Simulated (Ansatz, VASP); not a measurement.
**Ag in VASP and in Ansatz**

The input POSCAR:

```
Ag
1.0
    2.9036957661      0.0000000000      0.0000000000
   -1.4518478830      2.5146742983      0.0000000000
    0.0000000000      0.0000000000      4.7478463288
Ag
2
Direct
    0.3333333333      0.6666666667      0.2500000000
    0.6666666667      0.3333333333      0.7500000000
```

The input INCAR.step1:

```
ALGO = Normal
EDIFF = 1E-4
ENCUT = 520
GGA = PE
ISMEAR = 0
LASPH = True
LCHARG = False
LREAL = False
LWAVE = True
NBANDS = 18
NELM = 80
PREC = Accurate
SIGMA = 0.1
```

The input INCAR.step2:

```
ALGO = Normal
EDIFF = 1E-6
ENCUT = 520
ISIF = 2
ISMEAR = 0
ISTART = 1
LASPH = True
LCHARG = False
LMIXTAU = True
LREAL = False
LWAVE = False
METAGGA = R2SCAN
NBANDS = 18
NELM = 80
PREC = Accurate
SIGMA = 0.1
```

KPOINTS

```
k-points
0
Gamma
  12 12 7
```

Input for Ansatz:

```yaml
crystal:
  lattice:
    - [2.9036957661, 0.0, 0.0]
    - [-1.451847883, 2.5146742983, 0.0]
    - [0.0, 0.0, 4.7478463288]
  atoms:
    - { symbol: Ag, position: [0.3333333333, 0.6666666667, 0.25] }
    - { symbol: Ag, position: [0.6666666667, 0.3333333333, 0.75] }
basis:
  ecutwfc: 500
kpoints:
  mp_grid: { grid: [12, 12, 7] }
hamiltonian:
  xc: r2scan
scf:
  occupations: { method: gaussian, width: 0.1 }
output:
  forces: true
  stress: true
  eigenvalues: true
```

Alike in both runs: task single point; functional r2SCAN; k mesh 12 × 12 × 7; occupations gaussian, width 0.1 eV; no spin polarisation.

|  | VASP | Ansatz |
| --- | --- | --- |
| version | VASP 6.6.1 | Ansatz 0.2.0 |
| potentials or method | VASP PAW PBE potentials, release 64 (Ag) | scalar-relativistic, plane waves, PAW |
| plane-wave cutoff (eV) | 520 | 500 |
| valence electrons in the cell | 22 | 38 |

|  | VASP | Ansatz | Ansatz less VASP |
| --- | --- | --- | --- |
| gap on the k mesh at the Fermi level (eV) | none | none | - |
| pressure (GPa) | 0.3 | 0.1 | -0.14 |
| largest component of the traceless stress (GPa) | 0.94 | 0.93 | -0.007 |

A gap of «none» marks a metal or a gap that the smearing closes. The two sets of potentials don't hold the same shells in valence.

Caveats: the PAW data sets were made with another functional, which shifts forces and pressure a little (VASP).
